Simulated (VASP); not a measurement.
# AlCu (Cmmm) in VASP: a series of runs

One crystal, AlCu, is run at these levels: LDA; tasks: single point.

All numbers are computed with VASP 6.6.1; they aren't measurements. Logs are shortened: lines on timing, memory, paths and dates and some standing lists are left out, and cuts for length are marked.

### 1 The cell of the first run

It takes space group Cmmm (No. 65, orthorhombic). Conventional cell: a = 4.207 Å, b = 4.271 Å, c = 2.998 Å, α = 90.00°, β = 90.00°, γ = 90.00°. Around Al (site symmetry mmm) lie 8 Cu at 2.58 to 2.61 Å. Cu (site symmetry mmm) has 8 Al at 2.58 to 2.61 Å as nearest neighbours.

The cell comes from a database or a generator and needn't be the stable form of this composition.

### 2 Single point, LDA (strain +0.0150 x Voigt [0, 0, 0, 0, 0, 1], atoms carried along)

Input file INCAR:

```
PREC = Accurate
ENCUT = 520
EDIFF = 1E-6
ISMEAR = 0
SIGMA = 0.15
LREAL = F
LASPH = T
NELM = 100
ALGO = Fast
ISIF = 2
LWAVE = F
LCHARG = F
NBANDS = 14
```

Input file KPOINTS:

```
regular mesh
0
Gamma
  16 16 16
```

Input file POSCAR:

```
AlCu
1.0
    2.9975090000      0.0224813175      0.0000000000
    0.0224813175      2.9975090000      0.0000000000
    0.0000000000      0.0000000000      2.9975090000
Al Cu
1 1
Direct
    0.0000000000      0.0000000000      0.0000000000
    0.5000000000      0.5000000000      0.5000000000
```

Potentials or basis: VASP PAW LDA potentials, release 64 (Al, Cu).

On the command line:

```bash
$ cat potpaw_LDA.64/Al/POTCAR potpaw_LDA.64/Cu/POTCAR > POTCAR
$ mpirun -np 1 vasp_std > vasp.out
```

OUTCAR:

```text
PREC = Accurate
   ENCUT = 520
   EDIFF = 1E-6
   ISMEAR = 0
   LREAL = F
   LASPH = T
   NELM = 100
   ISIF = 2

 ion  position               nearest neighbor table
   1  0.000  0.000  0.000-   2 2.58   2 2.58   2 2.58   2 2.58   2 2.61   2 2.61   2 2.61   2 2.61

   2  0.500  0.500  0.500-   1 2.58   1 2.58   1 2.58   1 2.58   1 2.61   1 2.61   1 2.61   1 2.61

  LATTYP: Found a base centered orthorhombic cell.
 ALAT       =     4.2073244970
 B/A-ratio  =     1.0151133501
 C/A-ratio  =     0.7124501574

  Lattice vectors:

 A1 = (  -0.0224813175,  -2.9975090000,   0.0000000000)
 A2 = (   2.9975090000,   0.0224813175,   0.0000000000)
 A3 = (   0.0000000000,   0.0000000000,   2.9975090000)

Analysis of symmetry for initial positions (statically):
=====================================================================
 Subroutine PRICEL returns:
 Original cell was already a primitive cell.

 Routine SETGRP: Setting up the symmetry group for a
 base centered orthorhombic supercell.

 Subroutine GETGRP returns: Found  8 space group operations
 (whereof  8 operations were pure point group operations)
 out of a pool of  8 trial point group operations.

The static configuration has the point symmetry D_2h.

Analysis of symmetry for dynamics (positions and initial velocities):
=====================================================================
 Subroutine PRICEL returns:
 Original cell was already a primitive cell.

 Routine SETGRP: Setting up the symmetry group for a
 base centered orthorhombic supercell.

 Subroutine GETGRP returns: Found  8 space group operations
 (whereof  8 operations were pure point group operations)
 out of a pool of  8 trial point group operations.

The dynamic configuration has the point symmetry D_2h.

 Subroutine INISYM returns: Found  8 space group operations
 (whereof  8 operations are pure point group operations),
 and found     1 'primitive' translations

----------------------------------------------------------------------------------------

                                     Primitive cell

  volume of cell :      26.9313

  direct lattice vectors                    reciprocal lattice vectors
     2.997509000  0.022481318  0.000000000     0.333629108 -0.002502218  0.000000000
     0.022481318  2.997509000  0.000000000    -0.002502218  0.333629108  0.000000000
     0.000000000  0.000000000  2.997509000     0.000000000  0.000000000  0.333610341

  length of vectors
     2.997593304  2.997593304  2.997509000     0.333638491  0.333638491  0.333610341

  position of ions in fractional coordinates (direct lattice)
     0.000000000  0.000000000  0.000000000
     0.500000000  0.500000000  0.500000000

  ion indices of the primitive-cell ions
   primitive index   ion index
                 1           1
                 2           2

----------------------------------------------------------------------------------------

 KPOINTS: regular mesh

Automatic generation of k-mesh.
 Grid dimensions read from file:
 generate k-points for:   16   16   16

 Generating k-lattice:

  Cartesian coordinates                     Fractional coordinates (reciprocal lattice)
     0.020851819 -0.000156389  0.000000000     0.062500000 -0.000000000  0.000000000
    -0.000156389  0.020851819  0.000000000    -0.000000000  0.062500000  0.000000000
     0.000000000  0.000000000  0.020850646     0.000000000  0.000000000  0.062500000

  Length of vectors
     0.020852406  0.020852406  0.020850646

  Shift w.r.t. Gamma in fractional coordinates (k-lattice)
     0.000000000  0.000000000  0.000000000

 Subroutine IBZKPT returns following result:
 ===========================================

 Found    657 irreducible k-points:

 Following reciprocal coordinates:
            Coordinates               Weight
  0.000000  0.000000  0.000000      1.000000
  0.062500  0.000000  0.000000      4.000000
  0.125000  0.000000  0.000000      4.000000
  0.187500  0.000000  0.000000      4.000000
  0.250000  0.000000  0.000000      4.000000
  0.312500  0.000000  0.000000      4.000000
[... 16 lines left out ...]
 -0.125000  0.062500  0.000000      4.000000
 -0.062500  0.062500  0.000000      2.000000
 [... further k-points ...]
   k-points           NKPTS =    657   k-points in BZ     NKDIM =    657   number of bands    NBANDS=     14
   number of dos      NEDOS =    301   number of ions     NIONS =      2
   total plane-waves  NPLWV =  13824
   dimension x,y,z NGX =    24 NGY =   24 NGZ =   24
   dimension x,y,z NGXF=    48 NGYF=   48 NGZF=   48
   ions per type =               1   1
   NGX,Y,Z   is equivalent  to a cutoff of  13.31, 13.31, 13.31 a.u.
   NGXF,Y,Z  is equivalent  to a cutoff of  26.62, 26.62, 26.62 a.u.
 SYSTEM =  unknown system
   PREC   = accura    normal or accurate (medium, high low for compatibility)
   ISTART =      0    job   : 0-new  1-cont  2-samecut
   ICHARG =      2    charge: 1-file 2-atom 10-const
   ISPIN  =      1    spin polarized calculation?
   LNONCOLLINEAR =      F non collinear calculations
   LSORBIT =      F    spin-orbit coupling
   LASPH  =      T    aspherical Exc in radial PAW
   ENCUT  =  520.0 eV  38.22 Ry    6.18 a.u.   5.57  5.57  5.57*2*pi/ulx,y,z
   NELM   =    100;   NELMIN=  2; NELMDL= -5     # of ELM steps
   EDIFF  = 0.1E-05   stopping-criterion for ELM
   LREAL  =      F    real-space projection
   EDIFFG = 0.1E-04   stopping-criterion for IOM
   NSW    =      0    number of steps for IOM
   IBRION =     -1    ionic relax: 0-MD 1-quasi-New 2-CG
   NFREE  =      0    steps in history (QN), initial steepest desc. (CG)
   ISIF   =      2    stress and relaxation
   ISYM   =      2    0-nonsym 1-usesym 2-fastsym
   POTIM  = 0.5000    time-step for ionic-motion
   TEBEG  =    0.0;   TEEND  =   0.0 temperature during run
   PSTRESS=    0.0 pullay stress
   NELECT =      14.0000    total number of electrons
   NUPDOWN=      -1.0000    fix difference up-down
   EMIN   =  10.00;   EMAX   =-10.00  energy-range for DOS
   EFERMI =   0.00;   METHOD = LEGACY
   ISMEAR =     0;   SIGMA  =   0.15  broadening in eV -4-tet -1-fermi 0-gaus
   EFERMI_NEDOS =   21; number of points for ismear=-14 and -15
   IALGO  =     68    algorithm
   IMIX   =      4    mixing-type and parameters
     AMIX     =   0.40;   BMIX     =  1.00
     AMIX_MAG =   1.60;   BMIX_MAG =  1.00
  volume/ion in A,a.u.               =      13.47        90.87
  Fermi-wavevector in a.u.,A,eV,Ry     =   1.316331  2.487505 23.575191  1.732728
  Thomas-Fermi vector in A             =   2.446451
   LORBIT       =      0    0 simple, 1 ext, 2 COOP (PROOUT), +10 PAW based schemes
   GGA     = CA    functional components
   LHFCALC =     F    Hartree Fock is set to
   AEXX    =    0.0000 exact exchange contribution
   IVDW    =     0    specifies the selected vdW correction
   LEPSILON=     F    determine dielectric tensor
   LRPA    =     F    only Hartree local field effects (RPA)
 non-spin polarized calculation
 RMM-DIIS sequential band-by-band and
 Gauss-broadening in eV      SIGMA  =   0.15
  energy-cutoff  :      520.00
  volume of cell :       26.93
 maximum number of plane-waves:       742
   NGX = 11   NGY = 11   NGZ = 11

 number of electron      14.0000019 magnetization

 Free energy of the ion-electron system (eV)
  ---------------------------------------------------
  ext. energy  EPLUGINS =         0.00000000
  ---------------------------------------------------
  free energy    TOTEN  =        -9.17896680 eV

  energy without entropy =       -9.17222040  energy(sigma->0) =       -9.17559360

 E-fermi :   8.8250     XC(G=0): -11.7459

 val. band max:        8.8197326879   @ k =   0.2500   0.2500   0.1875
 cond. band min:       8.8385750188   @ k =  -0.3125   0.3125   0.1250
 fundamental gap:      0.0188423309
 Fermi energy:         8.8249821038

 k-point     1 :       0.0000    0.0000    0.0000
  band No.  band energies     occupation
      1      -2.5970      2.00000
      2       3.9231      2.00000
      3       3.9243      2.00000
      4       4.8976      2.00000
      5       4.9132      2.00000
      6       4.9287      2.00000
      7      12.5871      0.00000
      8      12.6437      0.00000
      9      12.7060      0.00000
     10      15.2474      0.00000
     11      15.2489      0.00000
     12      18.6495      0.00000
     13      27.1015      0.00000
     14      27.1070      0.00000

 k-point     2 :       0.0625    0.0000    0.0000
  band No.  band energies     occupation
      1      -2.5310      2.00000
      2       3.9278      2.00000
      3       3.9331      2.00000
      4       4.8864      2.00000
      5       4.8950      2.00000
      6       4.9235      2.00000
      7      11.8447      0.00000
      8      12.7233      0.00000
      9      12.7289      0.00000
     10      15.2713      0.00000
     11      15.9161      0.00000
     12      18.9377      0.00000
     13      26.1998      0.00000
     14      26.2465      0.00000

 k-point     3 :       0.1250    0.0000    0.0000
  band No.  band energies     occupation
      1      -2.3336      2.00000
      2       3.9327      2.00000
      3       3.9604      2.00000
      4       4.8408      2.00000
      5       4.8441      2.00000
      6       4.9238      2.00000
      7      10.4397      0.00000
      8      12.9588      0.00000
      9      12.9612      0.00000
     10      15.3413      0.00000
     11      16.8235      0.00000
     12      19.9112      0.00000
     13      24.7297      0.00000
     14      24.7780      0.00000

 k-point     4 :       0.1875    0.0000    0.0000
  band No.  band energies     occupation
      1      -2.0065      2.00000
      2       3.9150      2.00000
      3       4.0018      2.00000
      4       4.7684      2.00000
      5       4.7703      2.00000
      6       4.9308      2.00000
      7       9.0133      0.07586
      8      13.3408      0.00000
      9      13.3412      0.00000
     10      15.4552      0.00000
     11      17.4471      0.00000
     12      21.5102      0.00000
     13      23.2520      0.00000
     14      23.2925      0.00000

 k-point     5 :       0.2500    0.0000    0.0000
  band No.  band energies     occupation
      1      -1.5531      2.00000
      2       3.8231      2.00000
      3       4.0511      2.00000
      4       4.6852      2.00000
      5       4.6868      2.00000
      6       4.9403      2.00000
      7       7.7240      2.00000
      8      13.8550      0.00000
      9      13.8575      0.00000
     10      15.6072      0.00000
     11      17.9586      0.00000
[... 276 lines left out ...]
 k-point    22 :      -0.1875    0.0625    0.0000
  band No.  band energies     occupation
      1      -1.9355      2.00000
      2       3.9261      2.00000
      3       4.0068      2.00000
      4       4.7491      2.00000
      5       4.7681      2.00000
      6       4.9159      2.00000
      7       9.0562      0.02925
      8      12.4434      0.00000
      9      13.4256      0.00000
     10      15.9574      0.00000
     11      17.9552      0.00000
     12      21.6178      0.00000
     13      22.6907      0.00000
     14      23.3079      0.00000

 k-point    23 :      -0.1250    0.0625    0.0000
  band No.  band energies     occupation
      1      -2.2639      2.00000
      2       3.9417      2.00000
      3       3.9656      2.00000
      4       4.8247      2.00000
      5       4.8379      2.00000
      6       4.9108      2.00000
      7      10.4818      0.00000
      8      12.1160      0.00000
      9      13.0425      0.00000
     10      15.7969      0.00000
     11      17.2673      0.00000
     12      20.0818      0.00000
     13      24.1698      0.00000
     14      24.7793      0.00000

 k-point    24 :      -0.0625    0.0625    0.0000
  band No.  band energies     occupation
      1      -2.4630      2.00000
      2       3.9345      2.00000
      3       3.9395      2.00000
      4       4.8770      2.00000
      5       4.8772      2.00000
      6       4.9165      2.00000
      7      11.8279      0.00000
      8      11.9821      0.00000
      9      12.8053      0.00000
     10      15.6165      0.00000
     11      16.3400      0.00000
     12      19.1973      0.00000
     13      25.6044      0.00000
     14      26.1252      0.00000

 [... further k-points ...]

------------------------ aborting loop because EDIFF is reached ----------------------------------------

  FORCE on cell =-STRESS in cart. coord.  units (eV):
  Direction    XX          YY          ZZ          XY          YZ          ZX
  --------------------------------------------------------------------------------------
  -------------------------------------------------------------------------------------
  Total       -1.3775556     -1.3775556     -1.3823708     -0.0514740      0.0000000      0.0000000
  in kB      -81.9525864    -81.9525864    -82.2390511     -3.0622580      0.0000000      0.0000000
  external PRESSURE =     -82.0480746 kB  Pullay stress =       0.0000000 kB

 VOLUME and BASIS-vectors are now :
 -----------------------------------------------------------------------------
  energy-cutoff  :      520.00
  volume of cell :       26.93
      direct lattice vectors                 reciprocal lattice vectors
     2.997509000  0.022481318  0.000000000     0.333629108 -0.002502218  0.000000000
     0.022481318  2.997509000  0.000000000    -0.002502218  0.333629108  0.000000000
     0.000000000  0.000000000  2.997509000     0.000000000  0.000000000  0.333610341

 POSITION                                       TOTAL-FORCE (eV/Angst)
 -----------------------------------------------------------------------------------
      0.00000      0.00000      0.00000         0.000000      0.000000      0.000000
      1.51000      1.51000      1.49875        -0.000000      0.000000      0.000000
 -----------------------------------------------------------------------------------
    total drift:                                0.000000      0.000000     -0.000000

  FREE ENERGIE OF THE ION-ELECTRON SYSTEM (eV)
  ---------------------------------------------------
  free  energy   TOTEN  =        -9.1789667960 eV

  energy  without entropy=       -9.1722203956  energy(sigma->0) =       -9.17559360
```

Wall time 77 s (1 thread of Intel Xeon 6975P-C (Granite Rapids), shared host); peak memory 0.34 GiB.

Results:

- Free energy: -9.1790 eV
- Pressure: -8.2 GPa
- Band gap on the k mesh: none (metal or under the smearing width)

Levels at points of the mesh, in eV from the Fermi level:
```
           k point  band 3  band 4  band 5  band 6  band 7  band 8  band 9  band 10  band 11  band 12
(0.00, 0.00, 0.00)   -4.90   -3.93   -3.91   -3.90    3.76    3.82    3.88     6.42     6.42     9.82
(0.50, 0.00, 0.00)   -4.64   -4.34   -4.34   -3.86   -3.16    7.28    8.06     8.08     8.43     8.44
(0.50, 0.50, 0.00)   -4.24   -4.23   -3.73   -3.55   -3.53   -0.87   -0.14     9.98    12.80    12.96
(0.00, 0.00, 0.50)   -4.64   -4.36   -4.32   -3.86   -3.16    7.31    7.99     8.12     8.43     8.46
(0.50, 0.00, 0.50)   -4.24   -4.23   -3.64   -3.64   -3.53   -0.85   -0.16     9.97    12.85    12.87
(0.50, 0.50, 0.50)   -5.43   -3.51   -3.51    0.73    0.79    0.90    1.74     2.14     2.21     2.31
```

### 3 Single point, LDA (strain -0.0100 x Voigt [0, 0, 0, 0, 0, 1], atoms carried along)

Input file INCAR:

```
ALGO     = Fast           # electronic algorithm
EDIFF    = 1E-6           # SCF threshold, eV
ENCUT    = 520            # plane-wave cutoff, eV
GGA      = CA             # functional
ISIF     = 2              # what is computed and relaxed
ISMEAR   = 0              # smearing method
LASPH    = True           # aspherical terms in the spheres
LCHARG   = False          # write CHGCAR
LREAL    = False          # projectors in reciprocal space
LWAVE    = False          # write WAVECAR
NBANDS   = 14             # bands
NELM     = 100            # most SCF steps
PREC     = Accurate       # precision mode
SIGMA    = 0.15           # smearing width, eV
```

Input file KPOINTS:

```
k-points
0
Gamma
  16 16 16
```

Input file POSCAR:

```
AlCu
1.0
    2.9975090000     -0.0149875450      0.0000000000
   -0.0149875450      2.9975090000      0.0000000000
    0.0000000000      0.0000000000      2.9975090000
Al Cu
1 1
Direct
    0.0000000000      0.0000000000      0.0000000000
    0.5000000000      0.5000000000      0.5000000000
```

Potentials or basis: VASP PAW LDA potentials, release 64 (Al, Cu).

On the command line:

```bash
$ cat potpaw_LDA.64/Al/POTCAR potpaw_LDA.64/Cu/POTCAR > POTCAR
$ mpirun -np 1 vasp_std > vasp.out
```

It took 76 s on 1 thread of Intel Xeon 6975P-C (Granite Rapids), shared host; peak memory 0.34 GiB.

Results (log left out):

```
Free energy            : -9.1791 eV
Pressure               : -7.6 GPa
Band gap on the k mesh : none (metal or under the smearing width)
```

Stress tensor (GPa, compression positive):
```
-7.56  0.19  0.00
 0.19 -7.56  0.00
 0.00  0.00 -7.57
```

Levels at points of the mesh, in eV from the Fermi level:
```tsv
k point	band 5	band 6	band 7	band 8	band 9	band 10
(0.00, 0.00, 0.00)	-3.91	-3.90	3.78	3.82	3.86	6.42
(0.50, 0.00, 0.00)	-4.34	-3.86	-3.16	7.30	8.06	8.07
(0.50, 0.50, 0.00)	-3.70	-3.58	-3.53	-0.86	-0.15	9.98
(0.00, 0.00, 0.50)	-4.33	-3.86	-3.16	7.31	8.01	8.10
(0.50, 0.00, 0.50)	-3.64	-3.64	-3.53	-0.85	-0.16	9.98
(0.50, 0.50, 0.50)	-3.51	0.75	0.80	0.87	1.72	2.17
```
